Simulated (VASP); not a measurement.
# InPd (Pm-3m) in VASP: a series of runs, part 2 of 2

VASP 6.6.1. Earlier steps stand in the parts before.

## 3. Relaxation of cell and atoms, PBE

This run uses another cell than the first one, of 17.51 Å³/atom, 0.969 times its volume.

Contents of INCAR:

```
PREC = Accurate ; ENCUT = 600
EDIFF = 1E-7 ; ISMEAR = -1
SIGMA = 0.1 ; LREAL = F
LASPH = T ; NELM = 100
ALGO = Normal ; ISIF = 3
LWAVE = F ; LCHARG = F
GGA = PE ; IBRION = 2
NSW = 60 ; EDIFFG = -0.02
```

Contents of KPOINTS:

```
Automatic mesh
0
Gamma
  7 7 7
```

Contents of POSCAR:

```
InPd
1.0
    3.2718850000      0.0000000000      0.0000000000
    0.0000000000      3.2718850000      0.0000000000
    0.0000000000      0.0000000000      3.2718850000
In Pd
1 1
Direct
    0.0000000000      0.0000000000      0.0000000000
    0.5000000000      0.5000000000      0.5000000000
```

Potentials or basis: VASP PAW PBE potentials, release 64 (In_d, Pd).

On the command line:

```sh
cat potpaw_PBE.64/In_d/POTCAR potpaw_PBE.64/Pd/POTCAR > POTCAR
mpirun -np 1 vasp_std > vasp.out
```

OUTCAR:

```text
PREC = Accurate
   ENCUT = 600
   EDIFF = 1E-7
   ISMEAR = -1
   LREAL = F
   LASPH = T
   NELM = 100
   ISIF = 3
   GGA = PE
   IBRION = 2
   NSW = 60
   EDIFFG = -0.02

 ion  position               nearest neighbor table
   1  0.000  0.000  0.000-   2 2.83   2 2.83   2 2.83   2 2.83   2 2.83   2 2.83   2 2.83   2 2.83

   2  0.500  0.500  0.500-   1 2.83   1 2.83   1 2.83   1 2.83   1 2.83   1 2.83   1 2.83   1 2.83

  LATTYP: Found a simple cubic cell.
 ALAT       =     3.2718850000

  Lattice vectors:

 A1 = (   3.2718850000,   0.0000000000,   0.0000000000)
 A2 = (   0.0000000000,   3.2718850000,   0.0000000000)
 A3 = (   0.0000000000,   0.0000000000,   3.2718850000)

Analysis of symmetry for initial positions (statically):
=====================================================================
 Subroutine PRICEL returns:
 Original cell was already a primitive cell.

 Routine SETGRP: Setting up the symmetry group for a
 simple cubic supercell.

 Subroutine GETGRP returns: Found 48 space group operations
 (whereof 48 operations were pure point group operations)
 out of a pool of 48 trial point group operations.

The static configuration has the point symmetry O_h .

Analysis of symmetry for dynamics (positions and initial velocities):
=====================================================================
 Subroutine PRICEL returns:
 Original cell was already a primitive cell.

 Routine SETGRP: Setting up the symmetry group for a
 simple cubic supercell.

 Subroutine GETGRP returns: Found 48 space group operations
 (whereof 48 operations were pure point group operations)
 out of a pool of 48 trial point group operations.

The dynamic configuration has the point symmetry O_h .

 Subroutine INISYM returns: Found 48 space group operations
 (whereof 48 operations are pure point group operations),
 and found     1 'primitive' translations

----------------------------------------------------------------------------------------

                                     Primitive cell

[... 125 lines left out ...]

 number of electron      23.0000010 magnetization

 Free energy of the ion-electron system (eV)
  ---------------------------------------------------
  ext. energy  EPLUGINS =         0.00000000
  ---------------------------------------------------
  free energy    TOTEN  =        -8.75912979 eV

  energy without entropy =       -8.73969827  energy(sigma->0) =       -8.74941403

------------------------ aborting loop because EDIFF is reached ----------------------------------------

  FORCE on cell =-STRESS in cart. coord.  units (eV):
  Direction    XX          YY          ZZ          XY          YZ          ZX
  --------------------------------------------------------------------------------------
  -------------------------------------------------------------------------------------
  Total        0.8558985      0.8558985      0.8558985      0.0000000     -0.0000000      0.0000000
  in kB       39.1506315     39.1506315     39.1506315      0.0000000     -0.0000000      0.0000000
  external PRESSURE =      39.1506315 kB  Pullay stress =       0.0000000 kB
[... 23 lines left out ...]
--------------------------------------- Ionic step        2  -------------------------------------------

 number of electron      23.0000000 magnetization

 E-fermi :   9.6482     XC(G=0): -11.8860

 val. band max:        9.5434440540   @ k =   0.4286   0.4286   0.4286
 cond. band min:       9.7946615447   @ k =   0.4286   0.2857   0.2857
 fundamental gap:      0.2512174906
 Fermi energy:         9.6482364226

 k-point     1 :       0.0000    0.0000    0.0000
  band No.  band energies     occupation
      1      -5.2279      2.00000
      2      -5.2279      2.00000
      3      -4.8865      2.00000
      4      -4.8865      2.00000
      5      -4.8865      2.00000
      6       0.0044      2.00000
      7       6.0321      2.00000
      8       6.0321      2.00000
      9       7.4265      2.00000
     10       7.4265      2.00000
     11       7.4265      2.00000
     12      13.6943      0.00000
     13      13.6943      0.00000
     14      13.6943      0.00000
[... 376 lines left out ...]
--------------------------------------- Ionic step        3  -------------------------------------------

 number of electron      23.0000002 magnetization

 Free energy of the ion-electron system (eV)
  ---------------------------------------------------
  ext. energy  EPLUGINS =         0.00000000
  ---------------------------------------------------
  free energy    TOTEN  =        -8.77255856 eV

  energy without entropy =       -8.75369700  energy(sigma->0) =       -8.76312778

 E-fermi :  10.1145     XC(G=0): -12.0490

 val. band max:       10.0823523981   @ k =   0.4286   0.4286   0.4286
 cond. band min:      10.2513892482   @ k =   0.4286   0.2857   0.2857
 fundamental gap:      0.1690368502
 Fermi energy:        10.1145189902

 k-point     1 :       0.0000    0.0000    0.0000
  band No.  band energies     occupation
      1      -4.8678      2.00000
      2      -4.8678      2.00000
      3      -4.4957      2.00000
      4      -4.4957      2.00000
      5      -4.4957      2.00000
      6       0.2037      2.00000
      7       6.3300      2.00000
      8       6.3300      2.00000
      9       7.7939      2.00000
     10       7.7939      2.00000
     11       7.7939      2.00000
     12      14.1726      0.00000
     13      14.1726      0.00000
     14      14.1726      0.00000
[... 370 lines left out ...]
  FREE ENERGIE OF THE ION-ELECTRON SYSTEM (eV)
  ---------------------------------------------------
  free  energy   TOTEN  =        -8.7725585570 eV

  energy  without entropy=       -8.7536970037  energy(sigma->0) =       -8.76312778

 reached required accuracy - stopping structural energy minimisation
```

OSZICAR:

```text
N       E                     dE             d eps       ncg     rms          rms(c)
DAV:   1     0.174151100374E+03    0.17415E+03   -0.12571E+04   600   0.228E+03
DAV:   2    -0.613420452180E+00   -0.17476E+03   -0.17023E+03   642   0.447E+02
DAV:   3    -0.882215884297E+01   -0.82087E+01   -0.81534E+01   747   0.985E+01
[... 29 lines left out ...]
DAV:   4    -0.877289340918E+01    0.43711E-02   -0.13189E-02   885   0.204E+00    0.467E-01
DAV:   5    -0.877285381312E+01    0.39596E-04   -0.21040E-04   628   0.158E-01    0.427E-01
DAV:   6    -0.877255200078E+01    0.30181E-03   -0.54889E-04   642   0.178E-01    0.544E-02
DAV:   7    -0.877255847861E+01   -0.64778E-05   -0.21164E-05   846   0.469E-02    0.117E-02
DAV:   8    -0.877255855699E+01   -0.78383E-07   -0.73964E-07   806   0.110E-02
   3 F= -.87725586E+01 E0= -.87631278E+01  d E =-.134288E-01
```

Wall time 29 s (1 thread of Intel Xeon Platinum 8488C (Sapphire Rapids), shared host); peak memory 0.17 GiB.

Results:

```yaml
Free_energy: -8.7726 eV
Relaxed_volume: 18.09 Å³/atom
Relaxed_cell: a = 3.307 Å, b = 3.307 Å, c = 3.307 Å, α = 90.00°, β = 90.00°, γ = 90.00°
Space_group_after_relaxing_to_0.05_Å: Pm-3m (No. 221)
Energy_gained_by_relaxing: 6.7 meV/atom
Ionic_steps: 3
Pressure_after_relaxing: 0.0 GPa
Band_gap_on_the_k_mesh: none (metal or under the smearing width)
```

The path:
```
step  energy change (eV)  largest force (eV/Å)  pressure (GPa)  volume (Å³)
   1              0.0000                0.0000            3.92        35.03
   2             -0.0030                0.0000           -3.00        37.24
   3             -0.0134                0.0000            0.00        36.17
```

Final structure:
```xyz
2
Lattice="3.3071 0.0000 0.0000 0.0000 3.3071 0.0000 0.0000 0.0000 3.3071" Properties=species:S:1:pos:R:3 pbc="T T T"
In    0.0000    0.0000    0.0000
Pd    1.6536    1.6536    1.6536
```
